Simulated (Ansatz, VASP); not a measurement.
# Bi: VASP beside Ansatz

```
CELL_PARAMETERS angstrom
2.27681 1.33484 4.06695
-2.30695 1.33390 4.08462
-0.01589 -2.63645 4.06505
ATOMIC_POSITIONS crystal
Bi 0.23173 0.23807 0.24169
Bi 0.76364 0.77960 0.77262
```

Alike in both runs: functional PBE; k mesh 6 × 6 × 6; occupations fermi-dirac, width 0.05 eV; no spin polarisation.

Ansatz relaxed the structure, and its values are those at the end. VASP's run is a single point on that final structure, the one shown.

|  | VASP | Ansatz |
| --- | --- | --- |
| version | VASP 6.6.1 | Ansatz 0.2.0 |
| potentials or method | VASP PAW PBE potentials, release 64 (Bi_d), cutoff 520 eV | all-electron LAPW, scalar-relativistic |

```tsv
	VASP	Ansatz	Ansatz less VASP
pressure (GPa)	-0.1	0.0	+0.06
rms of the force components (eV/Å)	0.004	0.001	-0.0030
```

Ansatz ran all-electron here, so the differences hold the error of VASP's frozen core and of both bases.
